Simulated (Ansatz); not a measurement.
# Ru7 slab, Ru28 slab: relaxing the atoms and single point

Aim: for Ru7 slab, Ru28 slab, 2 runs in a chain (relaxing the atoms and single point).

Program: Ansatz 0.2.0. Level of theory: DFT PBE, scalar-relativistic, plane waves, PAW. These are calculated values, not measurements.

## Step 1: The starting structure

Symmetry: P-6m2, No. 187, hexagonal system. Conventional cell: a = 2.706 Å, b = 2.706 Å, c = 30.246 Å, α = 90.00°, β = 90.00°, γ = 120.00°. Ru (site symmetry 3m) has 9 Ru at 2.65 to 2.71 Å as nearest neighbours. Around Ru (site symmetry 3m) lie 12 Ru at 2.65 to 2.71 Å. Ru (site symmetry -6m2) is surrounded by 12 Ru at 2.65 to 2.71 Å.

Coordinates:

```cif
data_structure
_symmetry_space_group_name_H-M 'P-6m2'
_symmetry_Int_Tables_number 187
_cell_length_a 2.7060
_cell_length_b 2.7060
_cell_length_c 30.2460
_cell_angle_alpha 90.000
_cell_angle_beta 90.000
_cell_angle_gamma 120.000
_cell_volume 191.80
loop_
_atom_site_label
_atom_site_type_symbol
_atom_site_symmetry_multiplicity
_atom_site_Wyckoff_symbol
_atom_site_fract_x
_atom_site_fract_y
_atom_site_fract_z
_atom_site_occupancy
Ru1 Ru 2 g 0.00000 0.00000 0.28764 1
Ru2 Ru 2 i 0.66667 0.33333 0.35843 1
Ru3 Ru 2 g 0.00000 0.00000 0.42921 1
Ru4 Ru 1 f 0.66667 0.33333 0.50000 1
```

## Step 2: Relaxing the atoms: Ru7 slab, no spin

Contents of input.yaml:

```yaml
crystal:
  lattice:
    - [2.706, 0.0, 0.0]
    - [1.353, 2.3434647426, 0.0]
    - [0.0, 0.0, 30.246]
  atoms:
    - { symbol: Ru, position: [0.0, 0.0, 0.287641341] }
    - { symbol: Ru, position: [0.3333333333, 0.3333333333, 0.3584275607] }
    - { symbol: Ru, position: [0.0, 0.0, 0.4292137803] }
    - { symbol: Ru, position: [0.3333333333, 0.3333333333, 0.5] }
    - { symbol: Ru, position: [0.0, 0.0, 0.5707862197] }
    - { symbol: Ru, position: [0.3333333333, 0.3333333333, 0.6415724393] }
    - { symbol: Ru, position: [0.0, 0.0, 0.712358659] }
scf:
  occupations: { method: gaussian, width: 0.1 }
output:
  forces: true
  stress: false
  efg: {}
  write_density: true
  write_potential: true
  elf: true
  volumetric_format: npy
hamiltonian:
  xc: pbe
efield:
  axis: 3
  dipole_correction: true
kpoints:
  mp_grid: { grid: [8, 8, 1] }
relax:
  f_tol: 0.01
```

Started as:

```bash
$ ansatz run input.yaml --threads 8 --pin off --max-ram 20480MiB --backend cpu --events-out ev --progress --plain --runs-dir out
```

What it wrote:

```text
Warning: RAYON_NUM_THREADS=8 ignored (pool sized by the plan → 8); use --threads N
Ru: output.efg is read without spin–orbit coupling, which moves field gradients at and beside such atoms by some per cent and up to a factor of two; PAW files take it under magnetization.noncollinear and magnetization.spin_orbit
Engine: ansatz 0.2.0, aarch64-unknown-linux-gnu
Pseudopotentials: kind: paw
Pseudopotential: Ru, paw, valence charge 16, recommended cutoff 420 eV (normal), Ru.paw.azcp
Functional definition: PBE
  parameter kappa = 0.804
  parameter beta = 0.06672455060314922
  exchange = pbe_x(kappa = kappa, mu = beta*pi^2/3)
  correlation = pbe_c(beta = beta)
Crystal: 7 atoms, lattice volume = 191.802 Å³
Basis set: ecut = 420 eV, 3791 PW (Γ), exchange–correlation on 40×40×432 points (8 copies of the dense FFT grid, shifted against one another)
Bands: 68, of which v1, the nominal top of the filled ones, is band 56 counted from 1 (55 counted from 0)
Symmetry: 6 space group operations
k-points: 10 of 64 (time reversal used)
Non-local potential: Ru, projectors of the file, l = 0: 3, l = 1: 2, l = 2: 2, l = 3: 1
PAW form: soft (Blöchl's): semilocal exchange-correlation on the pseudo side does not see the compensation charge
PAW one-centre angular grid: Ru, 590 points (default); XC on 64 Gauss nodes
Initial density: superposition of atomic densities (neutral atoms: chi_scale 0, normalization atom), corrected by the library's trained network
Initial wavefunctions: pseudopotential atomic-orbital guess
Functional: x = pbe(κ = 0.804, μ = 0.2195149727645171), c = pbe(β = 0.06672455060314922)
SCF iter   1: F=—  HF=-41148.775825 eV  |F-HF|=—  |Δ(HF+E_count)|=         —  Δρ=1.41e-2  dr2=5.43e0  ethr=1.77e-3  p=0.000 e·Å  D=8.59e-14 V/Å  ΔV_dip=-0.00 eV  dr2_dipole=1.30e-6  V_vac-E_F(+/−)=4.69/4.69 eV  ⟨swp⟩=7.4  Hψ=2709  notcnv=0  defer=2
efield: sawtooth ramp at fractional position 0.9500 (placed from the atoms, in the widest stretch of the axis that holds none; the zero of the levels goes with the place), width 0.1000; the density the first Hamiltonian is built on has a dipole p = 0.000 e·Å; the dipole correction subtracts the counter field D = 8.59e-14 V/Å, which shifts the + side's vacuum level by -0.00 eV against the − side's; the planar-averaged density in the ramp window peaks in size at 9.5e-6 e/Å³
preconditioner: auto → LDOS  [metal: Δε(μ)=0.026 eV  Ē_g=4.851 eV  σ=0.100 eV  W_gap=0.14  n_scr=24 (ndim 8)  ℏωp=20.1 eV  f_vac=0.462  D(μ)=8.58/eV (n_scr^D=80)  β→1.0]
SCF iter   2: F=—  HF=-41148.723641 eV  |F-HF|=—  |Δ(HF+E_count)|=   5.22e-2  Δρ=7.17e-3  dr2=1.06e-1  ethr=1.77e-3  p=0.000 e·Å  D=1.91e-5 V/Å  ΔV_dip=-0.00 eV  dr2_dipole=5.48e-5  V_vac-E_F(+/−)=4.97/4.97 eV  ⟨swp⟩=1.1  Hψ=791  notcnv=0  defer=7
SCF iter   3: F=—  HF=-41148.714692 eV  |F-HF|=—  |Δ(HF+E_count)|=   8.95e-3  Δρ=3.16e-3  dr2=4.75e-2  ethr=9.51e-5  p=-0.000 e·Å  D=-9.82e-6 V/Å  ΔV_dip=0.00 eV  dr2_dipole=3.70e-6  V_vac-E_F(+/−)=5.05/5.05 eV  ⟨swp⟩=2.3  Hψ=1003  notcnv=0  defer=26
SCF iter   4: F=—  HF=-41148.712171 eV  |F-HF|=—  |Δ(HF+E_count)|=   2.52e-3  Δρ=8.58e-4  dr2=6.72e-3  ethr=4.24e-5  p=0.000 e·Å  D=1.49e-7 V/Å  ΔV_dip=-0.00 eV  dr2_dipole=1.14e-6  V_vac-E_F(+/−)=5.06/5.06 eV  ⟨swp⟩=1.3  Hψ=644  notcnv=0  defer=26
SCF iter   5: F=—  HF=-41148.711998 eV  |F-HF|=—  |Δ(HF+E_count)|=   1.73e-4  Δρ=1.08e-4  dr2=9.10e-5  ethr=6.00e-6  p=0.000 e·Å  D=2.36e-6 V/Å  ΔV_dip=-0.00 eV  dr2_dipole=1.52e-7  V_vac-E_F(+/−)=5.07/5.07 eV  ⟨swp⟩=1.7  Hψ=792  notcnv=0  defer=26
SCF iter   6: F=—  HF=-41148.712423 eV  |F-HF|=—  |Δ(HF+E_count)|=   4.26e-4  Δρ=5.15e-5  dr2=9.09e-6  ethr=8.13e-8  p=0.000 e·Å  D=2.45e-6 V/Å  ΔV_dip=-0.00 eV  dr2_dipole=7.03e-11  V_vac-E_F(+/−)=5.08/5.08 eV  ⟨swp⟩=2.7  Hψ=1184  notcnv=0  defer=19
SCF iter   7: F=-41148.712422 eV  HF=-41148.712424 eV  |F-HF|=1.22e-6  |Δ(HF+E_count)|=   1.40e-7  Δρ=1.95e-5  dr2=1.70e-6  ethr=2.23e-9  p=0.000 e·Å  D=1.13e-6 V/Å  ΔV_dip=-0.00 eV  dr2_dipole=6.46e-12  V_vac-E_F(+/−)=5.08/5.08 eV  ⟨swp⟩=13.2  Hψ=6164  notcnv=0
SCF 1 converged in 7 iterations: F = -41148.712422 eV  dr2 = 1.70e-6
relax step   1: F+E_penalty+E_count = -41148.71242240 eV  Δ(F+E_penalty+E_count) = +0.000e0 eV  max|allowed force component| = 8.221e-1 eV/Å  Δτ_max = 0.0000 Å  (7 SCF iters, dr2 threshold 2.50e-6 eV, accepted)
[... 12 lines left out ...]
relax step   2: F+E_penalty+E_count = -41148.74986923 eV  Δ(F+E_penalty+E_count) = -3.745e-2 eV  max|allowed force component| = 5.494e-1 eV/Å  Δτ_max = 0.0606 Å  (6 SCF iters, dr2 threshold 4.22e-5 eV, accepted)
[... 8 lines left out ...]
relax step   3: F+E_penalty+E_count = -41148.77789171 eV  Δ(F+E_penalty+E_count) = -2.802e-2 eV  max|allowed force component| = 2.309e-2 eV/Å  Δτ_max = 0.0248 Å  (5 SCF iters, dr2 threshold 1.89e-5 eV, accepted)
[... 8 lines left out ...]
relax step   4: F+E_penalty+E_count = -41148.77790015 eV  Δ(F+E_penalty+E_count) = -8.437e-6 eV  max|allowed force component| = 2.329e-2 eV/Å  Δτ_max = 0.0000 Å  (4 SCF iters, accepted)
[... 9 lines left out ...]
relax step   5: F+E_penalty+E_count = -41148.77797607 eV  Δ(F+E_penalty+E_count) = -7.592e-5 eV  max|allowed force component| = 8.806e-4 eV/Å  Δτ_max = 0.0028 Å  (6 SCF iters, accepted)
NSCF: frozen V_eff on 10 k-points
the band table was solved once a step of the walk had ended and its energy, with any forces and stress, was formed, with the checks that follow a solve (3395 applications of the Hamiltonian). They found nothing against the state; the energy, forces and stress were not computed again (output.eigenvalues in the input reference)
WARN: The output density's exchange-correlation potential varies sharply where the density is thin. Do not read a vacuum level from v_tot or v_xc, or from such a field of the output density. On a cell that repeats whose density bears no net charge and no dipole along the vacuum's axis use v_es (v_loc + v_h of the components); under efield.dipole_correction with no amplitude use v_es + v_field, which holds any external_charges[].barrier, or the levels of the report's work_function block, which leave it out; under a non-zero efield.amplitude the vacuum is tilted and has no level; on a cell that repeats and bears such a dipole with no correction it is tilted too, and efield.dipole_correction with no amplitude gives each side of its ramp a level where efield: is served; in a cell that repeats whose density bears a net charge (total_charge, or a fill off its count) it is curved and has none; of a slab under crystal.periodic whose density bears no net charge use v_es, which has a level on each side, short of where the two are joined; of another it falls or rises all the way out and has none; of a slab beside external_charges read slab_vacuum_level instead, which it has where they leave it neutral. The grid or the basis barely resolves most such structure, and the values can differ between equally converged runs; as a rule a tighter scf.convergence.dr2_threshold does not remove it. Where the density itself ripples (under the LDA too) a higher basis.ecutwfc lessens it. The files hold the spikes' plane waves up to the density's cutoff. Files: v_tot_of_output_density and the like, and their columns of v_z.tsv (output.write_potential); v_xc_of_output_density and the like, and their columns of v_comp_z.tsv (output.write_potential_components). Measured: with its Gaussian average of σ = 0.25 Å subtracted twice, the exchange-correlation potential is over 0.1 eV at 3 of the grid points where the equally averaged density (valence and model cores) is under 1e-3 e/Å³, and 0.105 eV at the most among them, at an averaged density of 6.5e-9 e/Å³. The input density's (outcome.potential() and, of a run that writes arrays, v_tot and v_xc) is over 0.1 eV, so measured, at 37 points of its own thin density, 0.285 eV at the most. See output.write_potential in the manual, Limitations
SCF converged after 6 iterations
Free energy (F): -41148.777976 eV
Harris-Foulkes:  -41148.777976 eV  (|F-HF|=2.17e-8)
Internal energy: -41148.733686 eV  (E = F + TS)
E sigma→0 (E₀):  -41148.755831 eV
Entropy (-TS):   -0.044290 eV (-6.327 meV/atom)
Fermi energy:    9.162647 eV
Dipole field:    D = -0.000001 V/Å  (p = -0.000001 e·Å, saw-weighted, corrected)
Work function:   Φ+ = 5.0175 eV   Φ− = 5.0175 eV
Levels:          The Fermi level and band energies are counted from a zero that moves with the ramp; work functions are not
--- Per-component energies (eV) ---
  E_band       = -1966.638342
  E_kinetic    = 3596.703453
  E_local      = -241337.504254  (includes V_loc(G=0)·N_el)
  E_nonlocal   = 2402.882829
  E_hartree    = 118297.441868
  E_xc         = -1331.376773
  E_vxc        = -1671.147017  (∫ρ·V_xc dr)
  E_paw        = -24225.593852  (= ΣΔE_a)
  E_vpaw       = -1552.465032  (= ΣTr[D̂ρ^β])
  E_aug_tail   = -0.001324  (compensation charges beyond the density's cutoff)
  E_efield     = 0.000000  (sawtooth field / dipole correction)
  E_vefield    = 0.000000  (∫n·V_field dr)
  E_ewald      = 101448.714366
  E_smearing   = -0.044290  (= −TS)
  E_closure    = -0.000000  (closes the sum)
  Σ components = -41148.777976   (vs F -41148.777976, Δ=0.00e0)
--- Forces (eV/Å), atoms counted from 1 ---
  atom   1  Ru     0.00000000     0.00000000     0.00088063
  atom   2  Ru    -0.00000000     0.00000000    -0.00054980
  atom   3  Ru     0.00000000    -0.00000000    -0.00074134
  atom   4  Ru     0.00000000     0.00000000    -0.00000033
  atom   5  Ru    -0.00000000    -0.00000000     0.00074257
  atom   6  Ru     0.00000000     0.00000000     0.00054858
  atom   7  Ru    -0.00000000     0.00000000    -0.00088021
  max |Σ_I F_I| component: 1.03e-7 eV/Å
--- PAW observables at the nuclei: V_zz in 10²¹ V/m², potentials from the cell's mean, atoms counted from 1 ---
  atom   1  Ru V_zz =   +13.617084   η = 0.0000   by run symmetry: allowed
            electrostatic potential = -6790.232933 V   contact ρ = none
  atom   2  Ru V_zz =    -0.953220   η = 0.0000   by run symmetry: allowed
            electrostatic potential = -6789.827238 V   contact ρ = none
  atom   3  Ru V_zz =    -0.043488   η = 0.0000   by run symmetry: allowed
            electrostatic potential = -6790.048885 V   contact ρ = none
  atom   4  Ru V_zz =    -1.011942   η = 0.0000   by run symmetry: allowed
            electrostatic potential = -6790.035348 V   contact ρ = none
  atom   5  Ru V_zz =    -0.043488   η = 0.0000   by run symmetry: allowed
            electrostatic potential = -6790.048893 V   contact ρ = none
  atom   6  Ru V_zz =    -0.953219   η = 0.0000   by run symmetry: allowed
            electrostatic potential = -6789.827254 V   contact ρ = none
  atom   7  Ru V_zz =   +13.617085   η = 0.0000   by run symmetry: allowed
            electrostatic potential = -6790.232955 V   contact ρ = none
--- Band table (eV; the first three rows and the last of 10) ---
  k-point 0: bands = ["-64.0552", "-64.0546", "-63.8687", "-63.7933", "-63.7347", "-63.5473", "-63.5473", "-34.4161", "-34.3549", "-34.0910", "-33.7698", "-33.6188", "-33.6188", "-33.6185", "-33.6185", "-33.5062", "-33.4265", "-33.4265", "-33.3767", "-33.3612", "-33.3612", "-33.3143", "-33.3143", "-33.3133", "-33.1045", "-33.1045", "-33.1045", "-33.1045", "1.4103", "1.8917", "2.6488", "3.0922", "3.1375", "3.4253", "3.4606", "6.3280", "6.3280", "6.3635", "6.3635", "6.4052", "6.4716", "6.4921", "6.4921", "6.6079", "6.6079", "6.7077", "6.8772", "6.9132", "6.9132", "7.0983", "7.0983", "7.2578", "7.2578", "7.4826", "8.1028", "8.1028", "8.5553", "8.5553", "8.7078", "9.1660", "9.1660", "9.7842", "9.7842", "9.9147", "10.2103", "10.2103", "10.3626", "10.3626"]
[... 3 lines left out ...]
--- Relaxed structure (5 steps of the walk, 5 accepted, 0 SCFs on fresh bases) ---
  F+E_penalty+E_count = -41148.77797607 eV   max|allowed force component| = 8.806e-4 eV/Å
  atoms:
    - { symbol: Ru, position: [-3.809079727848475e-17, -3.9650822306656516e-17, 0.2887300499980115] }
    - { symbol: Ru, position: [0.33333333333333337, 0.3333333333333333, 0.35697153124580505] }
    - { symbol: Ru, position: [-4.055495286902892e-17, -3.9650822306656516e-17, 0.42858280639839186] }
    - { symbol: Ru, position: [0.33333333333333337, 0.3333333333333333, 0.5000000001985256] }
    - { symbol: Ru, position: [-3.874669518624585e-17, -3.9650822306656516e-17, 0.5714171911995348] }
    - { symbol: Ru, position: [0.33333333333333337, 0.3333333333333333, 0.6430284706071094] }
    - { symbol: Ru, position: [-4.121084683240122e-17, -3.9650822306656516e-17, 0.711269950352622] }
```

Run time: 9.2 s. Hardware: 8 threads of Arm Neoverse V1, shared host; peak memory 0.89 GiB.

Step by step:

```csv
step,E - E(step 1) (eV/cell),largest force component (eV/Å)
1,0.0000,0.8221
2,-0.0374,0.5494
3,-0.0655,0.0231
4,-0.0655,0.0233
5,-0.0656,0.0009
```

Step 1 is the start.

The cell repeats along c, and a dipole correction in the vacuum removes the field between the copies.

Density in a lattice plane of the grid's cell (edges 2.71 and 30.25 Å, at 1.000 of the third edge), which holds Ru.

Ten even steps from ' ' (0.00 e/Å³) to '@' (8.40 e/Å³):
```
            
            
            
            
            
@@**..  ..**
    ..::..  
..          
==::      ::
    ..::..  
==::      ::
..          
    ..::..  
@@**..  ..**
            
            
            
            
            
            
```
Columns run along the first of these edges and rows up along the second, over one cell in 6 and 20 even steps from the bottom left corner. Atoms in the plane (fractional): Ru at (1.00, 0.29), Ru at (1.00, 0.43), Ru at (1.00, 0.57), Ru at (1.00, 0.71).

ELF in the same plane.

Values, 12 rows by 6 columns:
```
0.00 0.00 0.00 0.00 0.00 0.00
0.00 0.00 0.00 0.00 0.00 0.00
0.14 0.14 0.20 0.31 0.20 0.14
0.30 0.31 0.24 0.21 0.24 0.31
0.56 0.64 0.30 0.30 0.30 0.64
0.29 0.24 0.35 0.51 0.35 0.24
0.56 0.64 0.30 0.30 0.30 0.64
0.30 0.31 0.24 0.21 0.24 0.31
0.14 0.14 0.20 0.31 0.20 0.14
0.00 0.00 0.00 0.00 0.00 0.00
0.00 0.00 0.00 0.00 0.00 0.00
0.00 0.00 0.00 0.00 0.00 0.00
```
Columns run along the first of these edges and rows up along the second, over one cell in 6 and 12 even steps from the bottom left corner. Atoms in the plane (fractional): Ru at (1.00, 0.29), Ru at (1.00, 0.43), Ru at (1.00, 0.57), Ru at (1.00, 0.71).

Both are smooth fields of the valence electrons: close to the nuclei they are not physical.

## Step 3: Single point

It takes the final geometry of step 2: a supercell is built.

Contents of input.yaml:

```yaml
crystal:
  lattice:
    - [5.412, 0.0, 0.0]
    - [2.706, 4.6869294852, 0.0]
    - [0.0, 0.0, 30.246]
  atoms:
    - { symbol: Ru, position: [0.5, 0.5, 0.28873005] }
    - { symbol: Ru, position: [0.5, 0.0, 0.28873005] }
    - { symbol: Ru, position: [0.0, 0.5, 0.28873005] }
    - { symbol: Ru, position: [0.0, 0.0, 0.28873005] }
    - { symbol: Ru, position: [0.1666666667, 0.1666666667, 0.3569715312] }
    - { symbol: Ru, position: [0.1666666667, 0.6666666667, 0.3569715312] }
    - { symbol: Ru, position: [0.6666666667, 0.1666666667, 0.3569715312] }
    - { symbol: Ru, position: [0.6666666667, 0.6666666667, 0.3569715312] }
    - { symbol: Ru, position: [0.5, 0.5, 0.4285828064] }
    - { symbol: Ru, position: [0.5, 0.0, 0.4285828064] }
    - { symbol: Ru, position: [0.0, 0.5, 0.4285828064] }
    - { symbol: Ru, position: [0.0, 0.0, 0.4285828064] }
    - { symbol: Ru, position: [0.1666666667, 0.1666666667, 0.5000000002] }
    - { symbol: Ru, position: [0.1666666667, 0.6666666667, 0.5000000002] }
    - { symbol: Ru, position: [0.6666666667, 0.1666666667, 0.5000000002] }
    - { symbol: Ru, position: [0.6666666667, 0.6666666667, 0.5000000002] }
    - { symbol: Ru, position: [0.5, 0.5, 0.5714171912] }
    - { symbol: Ru, position: [0.5, 0.0, 0.5714171912] }
    - { symbol: Ru, position: [0.0, 0.5, 0.5714171912] }
    - { symbol: Ru, position: [0.0, 0.0, 0.5714171912] }
    - { symbol: Ru, position: [0.1666666667, 0.1666666667, 0.6430284706] }
    - { symbol: Ru, position: [0.1666666667, 0.6666666667, 0.6430284706] }
    - { symbol: Ru, position: [0.6666666667, 0.1666666667, 0.6430284706] }
    - { symbol: Ru, position: [0.6666666667, 0.6666666667, 0.6430284706] }
    - { symbol: Ru, position: [0.5, 0.5, 0.7112699504] }
    - { symbol: Ru, position: [0.5, 0.0, 0.7112699504] }
    - { symbol: Ru, position: [0.0, 0.5, 0.7112699504] }
    - { symbol: Ru, position: [0.0, 0.0, 0.7112699504] }
  defects:
    - { substitution: { at: 24, symbol: Ru_h } }
    - { substitution: { at: 25, symbol: Ru_h } }
    - { substitution: { at: 26, symbol: Ru_h } }
    - { substitution: { at: 27, symbol: Ru_h } }
    - { substitution: { at: 20, symbol: Ru_h } }
    - { substitution: { at: 21, symbol: Ru_h } }
    - { substitution: { at: 22, symbol: Ru_h } }
    - { substitution: { at: 23, symbol: Ru_h } }
    - { substitution: { at: 12, symbol: Ru_h } }
    - { substitution: { at: 13, symbol: Ru_h } }
    - { substitution: { at: 14, symbol: Ru_h } }
    - { substitution: { at: 15, symbol: Ru_h } }
scf:
  occupations: { method: gaussian, width: 0.1 }
output:
  forces: true
  stress: false
  core_levels: { shells: { Ru_h: "3d" }, counted_from: fermi_level }
hamiltonian:
  xc: pbe
efield:
  axis: 3
  dipole_correction: true
kpoints:
  mp_grid: { grid: [4, 4, 1] }
```

Started as:

```bash
$ ansatz run input.yaml --threads 8 --pin off --max-ram 20480MiB --backend cpu --events-out ev --progress --plain --runs-dir out
```

What it wrote, shortened:

```text
Warning: RAYON_NUM_THREADS=8 ignored (pool sized by the plan → 8); use --threads N
[...]
Pseudopotentials: kind: paw
Pseudopotential: Ru, paw, valence charge 16, recommended cutoff 420 eV (normal), Ru.paw.azcp
Functional definition: PBE
[...]
Crystal: 28 atoms, lattice volume = 767.210 Å³
Basis set: ecut = 420 eV, 14855 PW (Γ), exchange–correlation on 80×80×432 points (8 copies of the dense FFT grid, shifted against one another)
Bands: 269, of which v1, the nominal top of the filled ones, is band 224 counted from 1 (223 counted from 0)
Symmetry: 24 space group operations
Space group: P3m1 (ITA 156), of the structure as read, at distance tolerance 9.2e-5 Å
k-points: 4 of 16 (time reversal used)
[...]
  atom   6  Ru       0.00000000    -0.00000000    -0.00054816
  atom   7  Ru      -0.00000000    -0.00000000    -0.00054816
  atom   8  Ru      -0.00000000    -0.00000000    -0.00054816
[...]
--- Band table (eV) ---
[...]
--- Core levels from the Fermi level (as output.core_levels.counted_from types it; a hole's nearest image at 5.4 Å) ---
  the holes have no spin: the levels are from a Fermi level or over no gap that is told, and spin could raise a moment that the run has not. Unless the cell is a magnet or has open f shells, set output.core_levels.add_spin: always
  atom         alike  shell      binding/eV   shift/eV difference/eV images/eV   SCF
  Ru_h 12          4     3d         279.370     +0.000       279.370         –    12
  Ru_h 20          4     3d         279.589     +0.219       279.589         –    12
  Ru_h 24          4     3d         279.015     -0.355       279.015         –    12
  the dataset of Ru_h with a 3d hole: scattering error 0.002 eV; free atom: scalar-relativistic, large and small components
  the two lines of Ru_h's 3d: 3d3/2 +2.497 eV and 3d5/2 -1.665 eV off its levels, 2 : 3 in strength
```

Run time: 87 s. Hardware: 8 threads of Arm Neoverse V1, shared host; peak memory 3.4 GiB.

## Step 4: Results

| step | system | k mesh | energy (eV) | gap on the mesh (eV) | time |
| --- | --- | --- | --- | --- | --- |
| 2 | Ru7 slab | 8×8×1 | -41148.756 | 0.00 | 9.2 s |
| 3 | Ru28 slab | 4×4×1 | -164595.023 | 0.00 | 87 s |

Totals of different systems or levels have different zeros; only balanced differences at one level mean anything.

In words: The values hold for the settings typed; their convergence was not tested in this session.
